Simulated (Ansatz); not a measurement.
# Al2O3: the band gap up the ladder of functionals

One table from this session's results is given with a row withheld; the runs are named, their logs left out.

The runs shown are made with Ansatz 0.2.0. PAW datasets, plane waves. (Simulation; spin polarisation is off.)

### The system as given

The cell was relaxed beforehand with r2SCAN.

The symmetry is R-3c (No. 167, trigonal); conventional cell a = 4.759 Å, c = 12.995 Å, 8.50 Å³ an atom. Al has 6 O at 1.86–1.97 Å; O has 4 Al at 1.86–1.97 Å.

Structure file:

```cif
data_structure
_symmetry_space_group_name_H-M 'P 1'
_symmetry_Int_Tables_number 1
_cell_length_a 5.1296
_cell_length_b 5.1296
_cell_length_c 5.1296
_cell_angle_alpha 55.271
_cell_angle_beta 55.271
_cell_angle_gamma 55.271
_cell_volume 84.95
loop_
_atom_site_label
_atom_site_type_symbol
_atom_site_fract_x
_atom_site_fract_y
_atom_site_fract_z
_atom_site_occupancy
Al1 Al 0.35191 0.35191 0.35191 1
Al2 Al 0.14809 0.14809 0.14809 1
Al3 Al 0.64809 0.64809 0.64809 1
Al4 Al 0.85191 0.85191 0.85191 1
O1 O 0.55637 0.94363 0.25000 1
O2 O 0.25000 0.55637 0.94363 1
O3 O 0.94363 0.25000 0.55637 1
O4 O 0.44363 0.05637 0.75000 1
O5 O 0.75000 0.44363 0.05637 1
O6 O 0.05637 0.75000 0.44363 1
```

The first run:

File input.yaml:

```yaml
crystal:
  lattice:
    - [2.3793212207, 1.3737017472, 4.3317945566]
    - [-2.3793212207, 1.3737017472, 4.3317945566]
    - [0.0, -2.7474034945, 4.3317945566]
  atoms:
    - { symbol: Al, position: [0.3519098052, 0.3519098052, 0.3519098052] }
    - { symbol: Al, position: [0.1480901948, 0.1480901948, 0.1480901948] }
    - { symbol: Al, position: [0.6480901948, 0.6480901948, 0.6480901948] }
    - { symbol: Al, position: [0.8519098052, 0.8519098052, 0.8519098052] }
    - { symbol: O, position: [0.5563680095, 0.9436319905, 0.25] }
    - { symbol: O, position: [0.25, 0.5563680095, 0.9436319905] }
    - { symbol: O, position: [0.9436319905, 0.25, 0.5563680095] }
    - { symbol: O, position: [0.4436319905, 0.0563680095, 0.75] }
    - { symbol: O, position: [0.75, 0.4436319905, 0.0563680095] }
    - { symbol: O, position: [0.0563680095, 0.75, 0.4436319905] }
kpoints:
  mp_grid: { grid: [6, 6, 6] }
  band_path:
    path:
      - [[0.0, 0.0, 0.0], [0.5, 0.5, 0.5], [0.7662896386265, 0.2337103613735, 0.5]]
      - [[0.5, -0.2337103613735, 0.2337103613735], [0.5, -1.27046296158e-16, -1.070449235246e-16], [0.0, 0.0, 0.0], [0.3668551806867, -0.3668551806867, -8.051312659136e-20]]
      - [[0.6331448193133, -3.678464169925e-17, 0.3668551806867], [0.5, 9.122518273607e-17, 0.5], [0.0, 0.0, 0.0]]
    npoints: 10
hamiltonian:
  xc: pbe
scf:
  occupations: { method: fermi_dirac, width: 0.02 }
  n_extra_bands: 6
output:
  forces: true
  stress: true
  eigenvalues: true
```

On the command line:

```sh
$ ansatz run input.yaml --threads 4 --pin off --max-ram 9216MiB --backend cpu --events-out ev --progress --plain --runs-dir out
```

Steps of the session up to this table: PBE bands along the symmetry lines; Single point with r2SCAN; Single point with HSE06; PBE0 at the same geometry; LDA at the same geometry; One-shot GW from PBE; DDH-PBE0 at the same geometry; r2SCANh.

One of the session's tables, all rows but one given; the rest of the session is left out.

```
                     level  gap (eV)
                       PBE      6.24
                    r2SCAN      7.14
                     HSE06      8.11
                      PBE0      8.86
                       LDA      6.18
G0W0@PBE (253 empty bands)      8.84
G0W0@PBE (465 empty bands)         ?
                  DDH-PBE0      9.49
                   r2SCANh      8.06
```

Estimate the missing values for G0W0@PBE (465 empty bands).

The run gave: gap (eV): 9.00. In the column «gap (eV)» it lies between PBE0 (8.86) and DDH-PBE0 (9.49).

Meshes: PBE 6×6×6, r2SCAN 6×6×6, HSE06 4×4×4, PBE0 4×4×4, LDA 6×6×6, DDH-PBE0 4×4×4, r2SCANh 4×4×4

To keep in mind: Warnings in the runs' records: stress scf threshold loose, stress exchange threshold loose.
